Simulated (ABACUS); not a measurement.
Set up this calculation in ABACUS 3.10.1, as the native input.

```
Task                                          : single point
Functional                                    : PBEsol
Potentials or basis                           : PseudoDojo NC SR 0.4.1 PBEsol standard
Cutoff                                        : 1143 eV
Density cutoff                                : 4572 eV
Basis                                         : plane waves
k mesh                                        : 10 × 10 × 10
Occupations                                   : fermi-dirac, width 0.05 eV
Spin                                          : collinear spin, ferromagnetic start
Starting moments                              : [2.0] μB
Radial cutoff of the potentials (pseudo_rcut) : 7 bohr
SCF threshold on the density                  : 1e-08
Max SCF steps                                 : 100
Eigensolver                                   : dav
Mixing                                        : broyden
Mixing share                                  : 0.4
Symmetry key                                  : 1
```

Crystal: V.

```
V
1.0
    -1.51435    1.51435    1.51435
     1.51435   -1.51435    1.51435
     1.51435    1.51435   -1.51435
V
1
Direct
  0.00000 0.00000 0.00000
```

The input as run:

INPUT

```
INPUT_PARAMETERS
suffix              V
calculation         scf
basis_type          pw
pseudo_dir          ./
symmetry            1
dft_functional      pbesol
ecutwfc             84
pseudo_rcut         7
nspin               2
nbands              18
ks_solver           dav
smearing_method     fd
smearing_sigma      0.00367493
scf_thr             1e-08
scf_nmax            100
mixing_type         broyden
mixing_beta         0.4
cal_force           1
cal_stress          1
out_chg             1
kpar                4
```

STRU

```
ATOMIC_SPECIES
V 50.9415 V.upf

LATTICE_CONSTANT
1.8897261246

LATTICE_VECTORS
-1.5143500000 1.5143500000 1.5143500000
1.5143500000 -1.5143500000 1.5143500000
1.5143500000 1.5143500000 -1.5143500000

ATOMIC_POSITIONS
Cartesian

V
0.0
1
0.0000000000 0.0000000000 0.0000000000 1 1 1 mag 2
```

KPT

```
K_POINTS
0
Gamma
10 10 10 0 0 0
```

Potentials or basis: PseudoDojo NC SR 0.4.1 PBEsol standard, plane waves.

Launch:

```bash
$ OMP_NUM_THREADS=1 mpirun -np 4 abacus > log
```

It gave:

- Pressure: -11.3 GPa
- Band gap on the k mesh: none (metal or under the smearing width)
- Net moment: 0.00 μB per cell
- Absolute moment: 0.00 μB per cell

Run time: 27 s on 4 MPI ranks on Intel(R) Xeon(R) Platinum 8259CL CPU @ 2.50GHz (Skylake/Cascade Lake), on a shared host, peak memory 0.28 GiB a rank.
